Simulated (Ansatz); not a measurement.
SrVO3:

```
Sr V O
1.0
     3.84090    0.00000    0.00000
     0.00000    3.84090    0.00000
     0.00000    0.00000    3.84090
Sr V O
1 1 3
Direct
  0.50000 0.50000 0.50000
  0.00000 0.00000 0.00000
  0.00000 0.00000 0.50000
  0.00000 0.50000 0.00000
  0.50000 0.00000 0.00000
```

```yaml
Program: Ansatz 0.2.0
Task: relaxation of cell and atoms
Functional: PBE
Potentials_or_basis: Ansatz PAW
Cutoff: "420 eV (not typed: the program's choice for these potentials)"
k_mesh: 7 × 7 × 7
Occupations: fermi-dirac, width 0.05 eV
Spin: collinear spin, ferromagnetic start
Starting_moments: "[0.0, 2.0, 0.0, 0.0, 0.0] μB"
Hubbard_terms: V d U = 4.5 eV
```

At the start: volume 11.33 Å³/atom.

How do energy, volume and symmetry change on relaxing?

It ends after 15 steps and the volume is 11.85 Å³/atom (+4.6 %); space group R-3m (No. 166, to 0.05 Å); moment 1.00 μB per cell.

The path:
| step | energy change (eV) | largest force (eV/Å) | volume (Å³) |
| --- | --- | --- | --- |
| 1 | 0.0000 | 0.0000 | 56.66 |
| 2 | -0.0362 | 0.0000 | 58.36 |
| 3 | -0.0363 | 0.0000 | 58.77 |
| 4 | -0.0362 | 0.0000 | 58.79 |
| 5 | -0.0469 | 0.0000 | 58.79 |
| 6 | -0.0466 | 0.0000 | 58.89 |
| 7 | -0.0473 | 0.0000 | 58.89 |
| 8 | -0.2858 | 0.0000 | 58.89 |
| 9 | -0.2902 | 0.0000 | 59.18 |
| 10 | -0.2964 | 0.0000 | 59.20 |
| 11 | -0.2962 | 0.0000 | 59.25 |
| 12 | -0.2977 | 0.0000 | 59.25 |
| 13 | -0.2977 | 0.0000 | 59.26 |
| 14 | -0.2978 | 0.0000 | 59.26 |
| 15 | -0.2978 | 0.0000 | 59.26 |

Final structure:
```
CELL_PARAMETERS angstrom
3.89888 -0.02595 0.02595
-0.02595 3.89888 0.02595
0.02595 0.02595 3.89888
ATOMIC_POSITIONS crystal
Sr 0.50000 0.50000 0.50000
V 0.00000 0.00000 0.00000
O 0.00000 0.00000 0.50000
O 0.00000 0.50000 0.00000
O 0.50000 0.00000 0.00000
```

Caveat: the magnetic or orbital state may not be the lowest; the plane-wave basis is chosen anew once the cell has moved, so the energies of steps on either side of that aren't comparable; the pressure holds a Pulay correction of +0.6 GPa for the finite cutoff.
